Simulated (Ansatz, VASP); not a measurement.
One calculation of Pd, two programs

Contents of INCAR:

```
ALGO     = Normal         # electronic algorithm
EDIFF    = 1E-7           # SCF threshold, eV
ENCUT    = 520            # plane-wave cutoff, eV
GGA      = PE             # functional
ISIF     = 2              # what is computed and relaxed
ISMEAR   = 0              # smearing method
LASPH    = T              # aspherical terms in the spheres
LCHARG   = T              # write CHGCAR
LELF     = T              # ELF
LREAL    = F              # projectors in reciprocal space
LVHAR    = T            
LWAVE    = F              # write WAVECAR
NBANDS   = 11             # bands
NELM     = 100            # most SCF steps
PREC     = Accurate       # precision mode
SIGMA    = 0.15           # smearing width, eV
```

Contents of KPOINTS:

```
k-points
0
Gamma
  20 20 20
```

Contents of POSCAR:

```
Pd
1.0
    0.0000000000      2.0421450000      1.9935225000
    2.0421450000      0.0000000000      1.9935225000
    2.0421450000      2.0421450000      0.0000000000
Pd
1
Direct
    0.0000000000      0.0000000000      0.0000000000
```

Input for Ansatz:

```yaml
crystal:
  lattice:
    - [0.0, 2.042145, 1.9935225]
    - [2.042145, 0.0, 1.9935225]
    - [2.042145, 2.042145, 0.0]
  atoms:
    - { symbol: Pd, position: [0.0, 0.0, 0.0] }
basis:
  ecutwfc: 420
kpoints:
  mp_grid: { grid: [20, 20, 20] }
hamiltonian:
  xc: pbe
scf:
  occupations: { method: gaussian, width: 0.15 }
output:
  forces: true
  stress: true
  eigenvalues: true
```

Change from the starting cell: strain +0.050 along x and y, +0.025 along z, atoms carried along.

Alike in both runs: task single point; functional PBE; k mesh 20 × 20 × 20; occupations gaussian, width 0.15 eV; no spin polarisation.

```csv
,VASP,Ansatz
version,VASP 6.6.1,Ansatz 0.2.0
potentials or method,"VASP PAW PBE potentials, release 64 (Pd)","scalar-relativistic, plane waves, PAW"
plane-wave cutoff (eV),520,420
valence electrons in the cell,10,18
```

VASP gave:

```
gap on the k mesh at the Fermi level (eV)       : none
pressure (GPa)                                  : -11.0
largest component of the traceless stress (GPa) : 0.47
```

Q: Estimate Ansatz's values.

A: gap on the k mesh at the Fermi level (eV): none; pressure (GPa): -10.8; largest component of the traceless stress (GPa): 0.47.

A gap of «none» marks a metal or a gap that the smearing closes. The two sets of potentials don't hold the same shells in valence.
